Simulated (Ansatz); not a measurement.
Method: DFT PBE, scalar-relativistic, plane waves, PAW (Ansatz). Settings: cutoff 420 eV, Γ-centred meshes spaced at most about 0.3 Å⁻¹ (2π included), Gaussian smearing. No spin polarisation in the final relaxations.

These are static total energies at zero pressure.

Two forms of NaH were relaxed alike.

1.

Space group R-3m:H (No. 166). a = 3.366 Å, b = 3.366 Å, c = 26.082 Å, α = 90.00°, β = 90.00°, γ = 120.00°
```tsv
atom	site	symmetry	x	y	z
Na	3b	-3m	0.6667	0.3333	0.8333
Na	6c	3m	0.6667	0.3333	0.9462
H	3a	-3m	0.0000	0.0000	0.0000
H	6c	3m	0.0000	0.0000	0.7768
```

2.

Space group Cmcm (No. 63). a = 3.261 Å, b = 11.593 Å, c = 3.354 Å, α = 90.00°, β = 90.00°, γ = 90.00°
```
atom  site  symmetry       x       y       z
  Na    4c       m2m  0.5000  0.6448  0.7500
   H    4c       m2m  0.5000  0.8561  0.7500
```

Question: Which would you expect to be lower, and how large is the difference?

Answer: Cell 1 is lower, by 33 meV/atom. Cell 1 has space group R-3m (No. 166), 14.2 Å³/atom and a gap of 3.46 eV on its mesh; cell 2 has space group Cmcm (No. 63), 15.9 Å³/atom and a gap of 3.05 eV. Counting H atoms around Na (those within 1.25 times the shortest such distance or 1.15 times the sum of covalent radii), cell 1 has Na 6 and cell 2 has Na 5. The denser one is the lower, and pressure would at first widen the difference. Both come from invented guesses. The part of the Crystallography Open Database at hand lists NaH in space group No. 225, which no cell shown has.

Kohn–Sham gaps at this level usually fall short of measured ones. With hydrogen, zero-point motion can shift such differences by 10 meV/atom or more. With atoms moved at random, R-3m came back. Other cells relaxed within their symmetry can be saddle points.
